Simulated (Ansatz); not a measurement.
An Ansatz input (plane waves, PAW) for SnSe that has something wrong with it:

```yaml
crystal:
  lattice:
    - [0.0, 2.42442798, 2.42442798]
    - [2.42442798, 0.0, 2.42442798]
    - [2.42442798, 2.42442798, 0.0]
  atoms:
    - { symbol: Sn, position: [0.0, 0.0, 0.0] }
    - { symbol: Se, position: [0.5, 0.5, 0.5] }
basis:
  ecutwfc: 420
  ecutrho_ratio: 4
kpoints:
  mp_grid: { grid: [10, 10, 10] }
hamiltonian:
  xc: pbe
scf:
  occupations: { method: gaussian, width: 0.05 }
  max_iter: 60
output:
  forces: true
  stress: true
```

Launched as:
```sh
ansatz run input.yaml --threads 2 --pin off --max-ram 2662MiB --backend cpu --events-out ev --progress --plain --runs-dir out
```

What the program printed:

SCF trace (energy estimate counted from the last row):
```tsv
iteration	ΔE (eV)	density residual (eV)
1	-9.3e-04	1.72e-3
2	1.4e-04	6.17e-4
3	5.7e-05	1.54e-4
4	4.0e-06	1.14e-5
5	-1.0e-06	2.02e-6
6	0.000	7.86e-8
```

```
SCF 1 converged in 6 iterations: F = -11487.794545 eV  dr2 = 7.86e-8
SCF converged after 6 iterations
Free energy (F): -11487.794545 eV
E sigma→0 (E₀):  -11487.793889 eV
Entropy (-TS):   -0.001313 eV (-0.657 meV/atom)
Fermi energy:    22.767794 eV
--- Forces (eV/Å), atoms counted from 1 ---
  atom   1  Sn     0.00000000     0.00000000     0.00000000
  atom   2  Se     0.00000000     0.00000000     0.00000000
--- Stress (GPa, compression-positive) ---
      135.963877       0.000000       0.000000
        0.000000     135.963877       0.000000
        0.000000       0.000000     135.963877
  P = ⅓ Tr σ = 135.9639 GPa (1359.639 kbar)
```

What is wrong with it?

A lattice far too small. Against the sound input: crystal.lattice: changed (the cap on iterations is only a precaution).

The run converged all the same; its pressure of 136 GPa shows the fault against the sound run's. Its energy lies 3183 meV/atom from the sound one. Cost: 0.9 s on 2 threads of Arm Neoverse V1 (shared host), peak memory 0.3 GiB. The run before the change (PBE, 420 eV, 10×10×10 mesh) gave:

```tsv
run	P (GPa)	gap on the mesh (eV)	cell moment (μB)	largest force component (eV/Å)
sound	0.0	0.49	–	0.000
spoiled	136.0	metal	–	0.000
```

The chain of runs began from a cell as deposited in COD, expanded in volume.
